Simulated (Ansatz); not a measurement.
SiO2: a ladder of calculations

Cell of run 1: an entry of the Crystallography Open Database (COD), atoms as given.

Space group P4_12_12 (No. 92); a = 4.9820, c = 6.9630 Å.

```csv
site,Wyckoff,site symmetry,x,y,z
Si,4a,..2,0.2990,0.2990,0.0000
O,8b,1,0.2399,0.1035,0.1781
```

One atom of each set is listed.

Relaxed positions (PBE, cell held):

Si (0.3039, 0.3039, 0.0000)
O (0.2373, 0.1140, 0.1837)

All runs are DFT with Ansatz 0.2.0 (plane waves and PAW, scalar-relativistic unless spin–orbit coupling is named, Γ-centred meshes, Fermi–Dirac smearing where given) in this cell.

Run 1: PBE, gradients read without the response of the cores, atoms as given; 420 eV, 5×5×4 k-points, smearing 0.02 eV.
Run 2: PBE, gradients read without the response of the cores, atoms relaxed; 420 eV, 5×5×4 k-points, smearing 0.02 eV.
Run 3: r2SCAN, gradients read without the response of the cores, at the relaxed atoms; 500 eV, 5×5×4 k-points, smearing 0.02 eV.

(1) What does each run give, and what moves the gradients most?

## Answers

(1) 

```json
{"run": "1", "Si V_zz (η)": "-0.24 (0.60)", "O V_zz (η)": "9.50 (0.14)"}
{"run": "2", "Si V_zz (η)": "-0.35 (0.75)", "O V_zz (η)": "9.80 (0.18)"}
{"run": "3", "Si V_zz (η)": "-0.35 (0.70)", "O V_zz (η)": "9.72 (0.18)"}
```

V_zz in 10²¹ V/m². Against run 1, the gradient tensors on these sites move by at most 0.46 in run 2 (O), 0.40 in run 3 (O). Taken one at a time, the positions of the atoms (as given or relaxed) move the tensors on these sites by up to 0.46 (largest principal value of the change, on O), the functional (r2SCAN with its higher cutoff) by 0.09 (O).

In runs 1, 3 the atoms aren't at the calculated equilibrium (largest force 0.41, 0.30 eV/Å). The cell isn't the equilibrium one in run 1 (calculated pressure 6 GPa), and the entry's cell may itself be off.
